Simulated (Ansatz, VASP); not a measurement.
## One calculation of Pt, two programs

```
Pt
1.0
     2.77049    0.00000    0.00000
    -1.38524    2.39931    0.00000
     0.00000    0.00000   23.78628
Pt
4
Cartesian
  1.3852 0.7998 8.5000
  0.0000 1.5995 10.7621
  0.0000 0.0000 12.9984
  1.3852 0.7998 15.2657
```

Alike in both runs: functional PBEsol; k mesh 12 × 12 × 1; occupations gaussian, width 0.1 eV; no spin polarisation.

Ansatz relaxed the structure, and its values are those at the end. VASP's run is a single point on that final structure, the one shown.

|  | VASP | Ansatz |
| --- | --- | --- |
| version | VASP 6.6.1 | Ansatz 0.2.0 |
| potentials or method | VASP PAW PBE potentials, release 64 (Pt) | scalar-relativistic, plane waves, PAW |
| plane-wave cutoff (eV) | 520 | 420 |
| valence electrons in the cell | 40 | 72 |

```csv
,VASP,Ansatz,Ansatz less VASP
gap on the k mesh at the Fermi level (eV),none,none,-
rms of the force components (eV/Å),0.011,0.013,+0.0021
"work function, face that differs most (eV)",5.82,5.81,-0.007
```

A gap of «none» marks a metal or a gap that the smearing closes. The functional is the same, so the differences come from potentials, cutoffs and numerics. The two sets of potentials don't hold the same shells in valence.

Caveats: the PAW data sets were made with another functional, which shifts forces and pressure a little (VASP). Spin-orbit coupling is left out, which matters for the levels of Pt.
